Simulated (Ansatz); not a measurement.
Ansatz input

```yaml
crystal:
  lattice:
    - [-1.8696844469, 1.8696844469, 1.8696844469]
    - [1.8696844469, -1.8696844469, 1.8696844469]
    - [1.8696844469, 1.8696844469, -1.8696844469]
  atoms:
    - { symbol: In, position: [0.0, 0.0, 0.0] }
hamiltonian:
  xc: pbe
  pseudopotentials:
    kind: paw
    azcp:
      In: "pseudopotentials/In.paw.azcp"
basis:
  ecutwfc: 420
  fft_grid_basis: typed
kpoints:
  mp_grid: { grid: [12, 12, 12], shift: [0, 0, 0] }
magnetization:
  spin_polarized: false
scf:
  occupations: { method: fermi_dirac, width: 0.1 }
relax:
  max_steps: 60
  f_tol: 0.01
  cell: {}
```

and its output:

```
Engine: ansatz 0.2.0, x86_64-unknown-linux-gnu
Pseudopotentials: kind: paw
Pseudopotential: In, paw, valence charge 13, recommended cutoff 420 eV (normal) 
Functional definition: PBE
  parameter kappa = 0.804
  parameter beta = 0.06672455060314922
  exchange = pbe_x(kappa = kappa, mu = beta*pi^2/3)
  correlation = pbe_c(beta = beta)
Crystal: 1 atoms, lattice volume = 26.144 Å³
Basis set: ecut = 420 eV, 531 PW (Γ), exchange–correlation on 48×48×48 points (8 copies of the dense FFT grid, shifted against one another)
Bands: 11, of which v1, the nominal top of the filled ones, is band 7 counted from 1 (6 counted from 0)
Symmetry: 48 space group operations
Space group: Im-3m (ITA 229), of the structure as read, at distance tolerance 3.0e-5 Å
k-points: 72 of 1728
Non-local potential: In, projectors of the file, l = 0: 2, l = 1: 2, l = 2: 2, l = 3: 2
PAW form: soft (Blöchl's): semilocal exchange-correlation on the pseudo side does not see the compensation charge
PAW one-centre angular grid: In, 590 points (default); XC on 64 Gauss nodes
Initial density: superposition of atomic densities (neutral atoms: chi_scale 0, normalization atom), corrected by the library's trained network
Initial wavefunctions: pseudopotential atomic-orbital guess
Functional: x = pbe(κ = 0.804, μ = 0.2195149727645171), c = pbe(β = 0.06672455060314922)
SCF iter   1: F=—  HF=-5597.827838 eV  |F-HF|=—  |Δ(HF+E_count)|=         —  Δρ=7.36e-4  dr2=7.36e-5  ethr=1.77e-3  ⟨swp⟩=5.0  Hψ=4636  notcnv=0
SCF iter   2: F=—  HF=-5597.827441 eV  |F-HF|=—  |Δ(HF+E_count)|=   3.97e-4  Δρ=3.87e-4  dr2=3.12e-5  ethr=5.66e-7  ⟨swp⟩=2.1  Hψ=1778  notcnv=0
SCF iter   3: F=—  HF=-5597.827461 eV  |F-HF|=—  |Δ(HF+E_count)|=   1.96e-5  Δρ=2.89e-4  dr2=1.03e-5  ethr=2.40e-7  ⟨swp⟩=2.0  Hψ=1244  notcnv=0
SCF iter   4: F=—  HF=-5597.827456 eV  |F-HF|=—  |Δ(HF+E_count)|=   4.74e-6  Δρ=1.37e-4  dr2=2.31e-6  ethr=7.89e-8  ⟨swp⟩=2.0  Hψ=1160  notcnv=0
SCF iter   5: F=—  HF=-5597.827456 eV  |F-HF|=—  |Δ(HF+E_count)|=   3.46e-7  Δρ=1.18e-4  dr2=2.06e-6  ethr=1.78e-8  ⟨swp⟩=2.0  Hψ=1244  notcnv=0
SCF iter   6: F=—  HF=-5597.827455 eV  |F-HF|=—  |Δ(HF+E_count)|=   8.32e-7  Δρ=6.99e-5  dr2=6.93e-7  ethr=1.59e-8  ⟨swp⟩=2.0  Hψ=1116  notcnv=0
SCF iter   7: F=-5597.827454 eV  HF=-5597.827455 eV  |F-HF|=1.13e-7  |Δ(HF+E_count)|=   3.74e-7  Δρ=2.60e-5  dr2=9.18e-8  ethr=7.69e-10  ⟨swp⟩=3.2  Hψ=2993  notcnv=0
SCF 1 converged in 7 iterations: F = -5597.827454 eV  dr2 = 9.18e-8
relax step   1: F+E_penalty+E_count = -5597.82745445 eV  Δ(F+E_penalty+E_count) = +0.000e0 eV  max|allowed force component| = 0.000e0 eV/Å  Δτ_max = 0.0000 Å  P = +2.506 GPa  Ω = 26.144 Å³  (7 SCF iters, dr2 threshold 1.00e-7 eV, accepted)
...
SCF 3 converged in 4 iterations: F = -5597.839364 eV  dr2 = 3.95e-9
relax step   3: F+E_penalty+E_count = -5597.83936440 eV  Δ(F+E_penalty+E_count) = -2.033e-4 eV  max|allowed force component| = 0.000e0 eV/Å  Δτ_max = 0.0000 Å  P = +0.041 GPa  Ω = 27.798 Å³  energy of the carried Pulay correction = -4.348e-4 eV  (4 SCF iters, dr2 threshold 1.00e-7 eV, accepted)
Initial wavefunctions: pseudopotential atomic-orbital guess (no wavefunctions were taken with the density)
iter 1 solved again at ethr=4.43e-8 eV; its pass at ethr=3.10e-3 eV (dr2=5.75e-6 eV) is discarded
SCF iter   1: F=—  HF=-5597.839773 eV  |F-HF|=—  |Δ(HF+E_count)|=         —  Δρ=1.12e-4  dr2=6.75e-7  ethr=4.43e-8  ⟨swp⟩=3.5  Hψ=7030  notcnv=0
SCF iter   2: F=—  HF=-5597.839772 eV  |F-HF|=—  |Δ(HF+E_count)|=   1.25e-6  Δρ=5.35e-5  dr2=1.40e-7  ethr=5.20e-9  ⟨swp⟩=2.0  Hψ=1153  notcnv=0
SCF iter   3: F=—  HF=-5597.839772 eV  |F-HF|=—  |Δ(HF+E_count)|=   1.97e-7  Δρ=1.26e-5  dr2=1.78e-8  ethr=1.07e-9  ⟨swp⟩=2.1  Hψ=1244  notcnv=0
SCF iter   4: F=—  HF=-5597.839772 eV  |F-HF|=—  |Δ(HF+E_count)|=   5.73e-9  Δρ=1.01e-6  dr2=2.50e-10  ethr=1.37e-10  ⟨swp⟩=2.8  Hψ=1168  notcnv=0
SCF iter   5: F=—  HF=-5597.839772 eV  |F-HF|=—  |Δ(HF+E_count)|=  5.82e-11  Δρ=2.88e-7  dr2=1.92e-11  ethr=1.92e-12  ⟨swp⟩=2.2  Hψ=1204  notcnv=0
SCF iter   6: F=-5597.839772 eV  HF=-5597.839772 eV  |F-HF|=9.09e-13  |Δ(HF+E_count)|=  4.55e-12  Δρ=5.20e-8  dr2=5.62e-13  ethr=1.00e-12  ⟨swp⟩=4.9  Hψ=2610  notcnv=0
SCF 4 converged in 6 iterations: F = -5597.839772 eV  dr2 = 5.62e-13
relax step   4: F+E_penalty+E_count = -5597.83977173 eV  Δ(F+E_penalty+E_count) = -4.073e-4 eV  max|allowed force component| = 0.000e0 eV/Å  Δτ_max = 0.0000 Å  P = +0.032 GPa  Ω = 27.798 Å³  stress off target by 3.20e-2 GPa  SCF on the basis re-selected at this cell (its energy is not comparable with the rows above)  (6 SCF iters)
basis re-selected at this cell: Δ(F+E_penalty+E_count) = -4.073e-4 eV, ΔP = -0.009 GPa vs the last step (what re-selecting the basis moved, of the pressure what is left beyond the Pulay correction that the steps carried, after the strain that the cell walked since its last selection, with what the two solves' SCF thresholds leave and, on support functions, any second-order correction that the steps lacked; it is no measure of the basis error at this ecutwfc). This SCF's stress stands 3.20e-2 GPa from its target on what of the cell is left free (relax.cell.stress_tol is 5.00e-2 GPa) and its largest allowed force component is 0.00e0 eV/Å (relax.f_tol is 1.00e-2 eV/Å): within both
SCF converged after 6 iterations
Free energy (F): -5597.839772 eV
Harris-Foulkes:  -5597.839772 eV  (|F-HF|=9.09e-13)
Internal energy: -5597.822587 eV  (E = F + TS)
E sigma→0 (E₀):  -5597.831179 eV
Entropy (-TS):   -0.017185 eV (-17.185 meV/atom)
Fermi energy:    9.442603 eV
--- Per-component energies (eV) ---
  E_band       = -33.333767
  E_kinetic    = 240.727717
  E_local      = -1111.451387  (includes V_loc(G=0)·N_el)
  E_nonlocal   = 365.984216
  E_hartree    = 434.796437
  E_xc         = -215.822089
  E_vxc        = -99.704478  (∫ρ·V_xc dr)
  E_paw        = -4151.841415  (= ΣΔE_a)
  E_vpaw       = -298.482709  (= ΣTr[D̂ρ^β])
  E_aug_tail   = 0.000026  (compensation charges beyond the density's cutoff)
  E_ewald      = -1160.216091
  E_smearing   = -0.017185  (= −TS)
  E_closure    = 0.000000  (closes the sum)
  Σ components = -5597.839772   (vs F -5597.839772, Δ=0.00e0)
--- Forces (eV/Å), atoms counted from 1 ---
  atom   1  In    -0.00000000     0.00000000     0.00000000
  max |Σ_I F_I| component: 1.27e-31 eV/Å
--- Stress (GPa, compression-positive) ---
        0.032036       0.000000       0.000000
       -0.000000       0.032036      -0.000000
        0.000000       0.000000       0.032036
  P = ⅓ Tr σ = 0.0320 GPa (0.320 kbar)
--- Relaxed structure (3 steps of the walk, 3 accepted, 1 SCFs on fresh bases) ---
  F+E_penalty+E_count = -5597.83977173 eV   max|allowed force component| = 0.000e0 eV/Å   (the final SCF, on the basis selected at the relaxed cell)
  cell:  # Å, volume = 27.7977 Å³
    - [-1.9083127163607017, 1.9083127163607017, 1.9083127163607017]
    - [1.9083127163607017, -1.9083127163607017, 1.9083127163607017]
    - [1.9083127163607017, 1.9083127163607017, -1.9083127163607017]
  atoms:
    - { symbol: In, position: [0.0, 0.0, 0.0] }
```

Launched by

```sh
ansatz run input.yaml --threads 1 --pin off --max-ram 3584MiB --backend cpu --events-out ev --progress --plain --runs-dir out
```

On 1 thread of Intel(R) Xeon(R) Platinum 8259CL CPU @ 2.50GHz (Skylake/Cascade Lake) (shared host) this took about 8.9 s of wall time and 7.5 s of CPU time.
